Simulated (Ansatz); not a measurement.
## Hf (P6_3/mmc), clamped-ion strain scan

Level of theory: DFT PBE, scalar-relativistic, plane waves, PAW (Ansatz). The runs took a 420 eV cutoff, a Γ-centred 18×18×10 mesh and Gaussian smearing (0.15 eV). Spin–orbit coupling is left out, which can shift energies with elements as heavy as these. No spin polarisation. Energies are free energies at this smearing, counted from the undisturbed cell; pressure is positive in compression.

The starting cell (as given, not relaxed at this level; it stands at 0.8 GPa):

```
Hf
1.0
     3.19670    0.00000    0.00000
    -1.59835    2.76842    0.00000
     0.00000    0.00000    5.05780
Hf
2
Direct
  0.33333 0.66667 0.25000
  0.66667 0.33333 0.75000
```

The cell is strained by ε times the Voigt pattern (1, -1, 0, 0, 0, 0) (xx, yy, zz, yz, xz, xy; engineering shear) with fractional coordinates fixed. The cell is metallic on the mesh throughout.

| ε | ΔE (meV/atom) |
| --- | --- |
| -0.1500 | 365.5 |
| -0.1125 | 224.1 |
| -0.0750 | 106.2 |
| -0.0375 | 27.3 |
| 0.0000 | 0.0 |
| 0.0375 | 25.1 |
| 0.0750 | 87.3 |
| 0.1125 | 162.1 |
| 0.1312 | 202.6 |
| 0.1500 | 245.3 |

Question: Predict the pressure (GPa) at each point.

Answer:
```csv
ε,pressure (GPa)
-0.1500,4.9
-0.1125,3.1
-0.0750,1.9
-0.0375,1.1
0.0000,0.8
0.0375,1.0
0.0750,1.7
0.1125,2.6
0.1312,3.2
0.1500,4.0
```